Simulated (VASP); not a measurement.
**GaSb: single point with LDA**

**The experiment to reproduce.**

A printed reference work, data compilation reports, for a bulk crystal of GaSb at 4.2 K: band gap 0.811 eV (direct).

Crystal: GaSb.

```xyz
2
Lattice="0.0000 3.0590 3.0590 3.0590 0.0000 3.0590 3.0590 3.0590 0.0000" Properties=species:S:1:pos:R:3 pbc="T T T"
Ga    0.0000    0.0000    0.0000
Sb    4.5885    4.5885    4.5885
```

- Program: VASP 6.6.1
- Task: single point
- Functional: LDA
- Potentials or basis: VASP PAW LDA potentials, release 64 (Ga_d, Sb)
- Cutoff: 520 eV
- k mesh: 6 × 6 × 6
- Occupations: gaussian, width 0.1 eV
- Spin: no spin polarisation

The pressure is -1.5 GPa and the band gap on the k mesh is zero (filled and empty bands touch).

Levels at points of the mesh, in eV from the Fermi level:
```
           k point  band 7  band 8  band 9  band 10  band 11  band 12
(0.00, 0.00, 0.00)   -0.16   -0.03   -0.03    -0.03     2.71     2.71
(0.50, 0.00, 0.00)   -6.44   -1.19   -1.19     0.26     3.68     3.68
(0.50, 0.50, 0.00)   -6.89   -2.61   -2.61     0.80     1.13     8.54
```

Run time: 15 s on 1 thread of Intel(R) Xeon(R) Platinum 8259CL CPU @ 2.50GHz (Skylake/Cascade Lake), on a shared host, peak memory 0.16 GiB.

Measured gap of GaSb: 0.811 eV (direct; 4.2 K; a printed reference work, data compilation). This calculation gives 0.00 eV (-0.81 eV). Spin-orbit coupling on Ga, Sb is left out. The value is that of LDA on a finite k mesh, which can miss the band edges, without temperature or zero-point motion. Semilocal functionals fall short of measured gaps as a rule.

Caveat: spin-orbit coupling is left out, which moves the levels of the heavy elements.
